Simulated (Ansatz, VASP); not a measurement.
## Li in VASP and in Ansatz

```
Li
1.0
     3.03109    0.00000    0.00000
     0.00000    4.94975    0.00000
     0.00000    0.00000   27.00208
Li
8
Direct
  0.33333 0.50000 0.31479
  0.66667 0.00000 0.36771
  0.00000 0.50000 0.42062
  0.33333 0.00000 0.47354
  0.64074 0.50000 0.52288
  0.98160 0.00000 0.57483
  0.23295 0.50000 0.62588
  0.65322 0.00000 0.67408
```

Alike in both runs: functional PBE; k mesh 8 × 5 × 1; occupations gaussian, width 0.1 eV; no spin polarisation.

Ansatz relaxed the structure, and its values are those at the end. VASP's run is a single point on that final structure, the one shown.

|  | VASP | Ansatz |
| --- | --- | --- |
| version | VASP 6.6.1 | Ansatz 0.2.0 |
| potentials or method | VASP PAW PBE potentials, release 64 (Li_sv) | scalar-relativistic, plane waves, PAW |
| plane-wave cutoff (eV) | 520 | 420 |
| valence electrons in the cell | 24 | 24 |

|  | VASP | Ansatz | Ansatz less VASP |
| --- | --- | --- | --- |
| gap on the k mesh at the Fermi level (eV) | none | none | - |
| rms of the force components (eV/Å) | 0.031 | 0.031 | +0.0003 |

A gap of «none» marks a metal or a gap that the smearing closes.
